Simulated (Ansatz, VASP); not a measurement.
**NiO: VASP beside Ansatz**

Contents of INCAR:

```
SYSTEM = NiO
  PREC = Accurate
  ENCUT = 520
  EDIFF = 1E-7
  ISMEAR = 0
  SIGMA = 0.02
  LREAL = .FALSE.
  LASPH = .TRUE.
  NELM = 120
  ALGO = Normal
  ISIF = 2
  LWAVE = .FALSE.
  LCHARG = .FALSE.
  ISPIN = 2
  MAGMOM = 1 0
  LORBIT = 11
  LMAXMIX = 4
  GGA = PE
```

The input KPOINTS:

```
Automatic mesh
0
G
  11 11 11
  0 0 0
```

The input POSCAR:

```
NiO
1.0
    0.0000000000      2.0859016414      2.0859016414
    2.0859016414      0.0000000000      2.0859016414
    2.0859016414      2.0859016414      0.0000000000
Ni O
1 1
Direct
    0.0000000000      0.0000000000      0.0000000000
    0.5000000000      0.5000000000      0.5000000000
```

File input.yaml:

```yaml
crystal:
  lattice:
    - [0.0, 2.0859016414, 2.0859016414]
    - [2.0859016414, 0.0, 2.0859016414]
    - [2.0859016414, 2.0859016414, 0.0]
  atoms:
    - { symbol: Ni, position: [0.0, 0.0, 0.0], spin: 1.0 }
    - { symbol: O, position: [0.5, 0.5, 0.5] }
hamiltonian:
  xc: pbe
  pseudopotentials: { kind: paw }
magnetization:
  spin_polarized: true
kpoints:
  mp_grid: { grid: [11, 11, 11] }
scf:
  occupations: { method: gaussian, width: 0.02 }
output:
  forces: true
  stress: true
  eigenvalues: true
  write_density: true
  write_potential: true
  elf: true
  volumetric_format: npy
```

Alike in both runs: task single point; functional PBE; k mesh 11 × 11 × 11; occupations gaussian, width 0.02 eV; collinear spin, ferromagnetic start.

|  | VASP | Ansatz |
| --- | --- | --- |
| version | VASP 6.6.1 | Ansatz 0.2.0 |
| potentials or method | VASP PAW PBE potentials, release 64 (Ni, O) | Ansatz PAW |
| plane-wave cutoff (eV) | 520 | 420 |
| valence electrons in the cell | 16 | 24 |

|  | VASP | Ansatz | Ansatz less VASP |
| --- | --- | --- | --- |
| gap on the k mesh at the Fermi level (eV) | none | none | - |
| pressure (GPa) | 6.1 | 6.3 | +0.27 |
| net moment per atom (μB) | 0.89 | 0.90 | +0.009 |
| size of the moment on the site where the two differ most (μB) | 0.27 | 0.29 | +0.018 |

Site moments also hang on the region over which each program counts them. A gap of «none» marks a metal or a gap that the smearing closes. The functional is the same, so the differences come from potentials, cutoffs and numerics. The two sets of potentials don't hold the same shells in valence.

Caveats: a cell with one magnetic atom can't hold antiferromagnetic order, which such compounds often take; semilocal functionals often make such compounds metallic where correlation or magnetic order opens a gap, which also shifts bond lengths; the pressure holds a Pulay correction of +0.7 GPa for the finite cutoff (Ansatz). With open d or f shells a metallic result of PBE can be an artefact of self-interaction; +U or a hybrid may open a gap.
